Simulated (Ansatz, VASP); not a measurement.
Si: VASP beside Ansatz

Contents of INCAR:

```
SYSTEM = Si
  PREC = Accurate
  ENCUT = 520
  EDIFF = 1E-7
  ISMEAR = 0
  SIGMA = 0.05
  LREAL = .False.
  LASPH = .True.
  NELM = 100
  ALGO = Normal
  ISIF = 2
  LWAVE = .False.
  LCHARG = .False.
  GGA = CA
  NBANDS = 26
```

The input KPOINTS:

```
regular mesh
0
Gamma
  6 6 6
  0 0 0
```

Contents of POSCAR:

```
Si
1.0
    5.4309400000      0.0000000000      0.0000000000
    0.0000000000     -5.4309400000      0.0000000000
    0.0000000000      0.0000000000     -5.4309400000
Si
8
Direct
    0.5000000000      0.0000000000      0.0000000000
    0.0000000000      0.5000000000      0.0000000000
    0.0000000000      0.0000000000      0.5000000000
    0.5000000000      0.5000000000      0.5000000000
    0.7500000000      0.7500000000      0.7500000000
    0.2500000000      0.2500000000      0.7500000000
    0.2500000000      0.7500000000      0.2500000000
    0.7500000000      0.2500000000      0.2500000000
```

Input for Ansatz:

```yaml
crystal:
  lattice:
    - [5.43094, 0.0, 0.0]
    - [0.0, -5.43094, 0.0]
    - [0.0, 0.0, -5.43094]
  atoms:
    - { symbol: Si, position: [0.5, 0.0, 0.0] }
    - { symbol: Si, position: [0.0, 0.5, 0.0] }
    - { symbol: Si, position: [0.0, 0.0, 0.5] }
    - { symbol: Si, position: [0.5, 0.5, 0.5] }
    - { symbol: Si, position: [0.75, 0.75, 0.75] }
    - { symbol: Si, position: [0.25, 0.25, 0.75] }
    - { symbol: Si, position: [0.25, 0.75, 0.25] }
    - { symbol: Si, position: [0.75, 0.25, 0.25] }
basis:
  ecutwfc: 420
kpoints:
  mp_grid: { grid: [6, 6, 6] }
hamiltonian:
  xc: lda
scf:
  occupations: { method: gaussian, width: 0.05 }
output:
  forces: true
  stress: true
  eigenvalues: true
```

Alike in both runs: task single point; functional LDA; k mesh 6 × 6 × 6; occupations gaussian, width 0.05 eV; no spin polarisation.

|  | VASP | Ansatz |
| --- | --- | --- |
| version | VASP 6.6.1 | Ansatz 0.2.0 |
| potentials or method | VASP PAW LDA potentials, release 64 (Si) | scalar-relativistic, plane waves, PAW |
| plane-wave cutoff (eV) | 520 | 420 |
| valence electrons in the cell | 32 | 32 |

|  | VASP | Ansatz | Ansatz less VASP |
| --- | --- | --- | --- |
| gap on the k mesh at the Fermi level (eV) | 0.47 | 0.47 | +0.002 |
| least direct gap on the mesh (eV) | 0.60 | 0.61 | +0.002 |
| pressure (GPa) | -1.5 | -1.5 | -0.04 |
